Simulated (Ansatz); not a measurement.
**Electric field gradients in La2O3**

The cell is a computed structure from the Materials Project (it need not be an observed phase), atoms as given.

```cif
data_La2O3
_symmetry_space_group_name_H-M 'C2/m'
_symmetry_Int_Tables_number 12
_cell_length_a 14.7637
_cell_length_b 3.7981
_cell_length_c 9.2243
_cell_angle_alpha 90.000
_cell_angle_beta 100.304
_cell_angle_gamma 90.000
loop_
_atom_site_label
_atom_site_type_symbol
_atom_site_symmetry_multiplicity
_atom_site_Wyckoff_symbol
_atom_site_fract_x
_atom_site_fract_y
_atom_site_fract_z
La1 La 4 i 0.3096 0.0000 0.8617
La2 La 4 i 0.6345 0.0000 0.4925
La4 La 4 i 0.0330 0.0000 0.8120
O7 O 4 i 0.2003 0.0000 0.6273
O8 O 4 i 0.1281 0.0000 0.2863
O9 O 4 i 0.5258 0.0000 0.6566
O10 O 4 i 0.1759 0.0000 0.9749
O15 O 2 b 0.5000 0.0000 0.0000
```

One atom of each set is listed; the run and its k-mesh use a cell of 15 atoms with edges of 7.62, 7.62, 9.22 Å.

All values are calculated (Ansatz; DFT, r2SCAN, plane waves and PAW (field gradients read without the response of the frozen cores, which leaves them typically 4 to 6 % off), scalar-relativistic, 500 eV cutoff, Γ-centred 6×6×3 k-points, Fermi–Dirac smearing 0.02 eV), not measured.

V_zz is the principal component of the electric field gradient with the largest magnitude, η = (V_xx − V_yy)/V_zz and C_Q = eQV_zz/h.

139La: I = 7/2, Q = 206.0 mb; O-17: I = 5/2, Q = -25.58 mb. Quadrupole moments are those of Pyykkö's year-2017 table.

| site | atoms | first shell | V_zz (10²¹ V/m²) | η | C_Q (MHz) |
| --- | --- | --- | --- | --- | --- |
| La1 | 2 | 7 O at 2.39–2.87 Å | 9.50 | 0.46 | 47.3 |
| La2 | 2 | 7 O at 2.38–2.85 Å | 4.74 | 0.50 | 23.6 |
| La4 | 2 | 6 O at 2.36–2.67 Å | 19.87 | 0.75 | 99.0 |
| O7 | 2 | 3 La at 2.38–2.46 Å; also 2 La at 2.85–3.24 Å | 2.63 | 0.42 | -1.63 |
| O8 | 2 | 5 La at 2.39–2.68 Å | -2.06 | 0.34 | 1.28 |
| O9 | 2 | 4 La at 2.37–2.52 Å | 0.69 | 0.36 | -0.428 |
| O10 | 2 | 4 La at 2.36–2.41 Å | -0.87 | 0.17 | 0.537 |
| O15 | 1 | 6 La at 2.67–2.87 Å | -1.33 | 0.92 | 0.822 |

At O7 V_zz stands upright on the plane through its three neighbours (within 1°). At O8 V_zz points along its shortest bond, to La (within 6°).

Without spin–orbit coupling (the program notes it for La) the gradients are little affected as a rule: paired runs on crystals with a gap mostly move them by under 2 % at such atoms.

The run took 81 s of wall time (81 s of CPU time) and 1.4 GiB at its peak, on 1 thread of Intel Xeon Platinum 8488C (Sapphire Rapids) (x86_64; 16 cores open to the job, memory cap 3.0 GiB, no GPU), a shared host with a load of 0.2 a core.
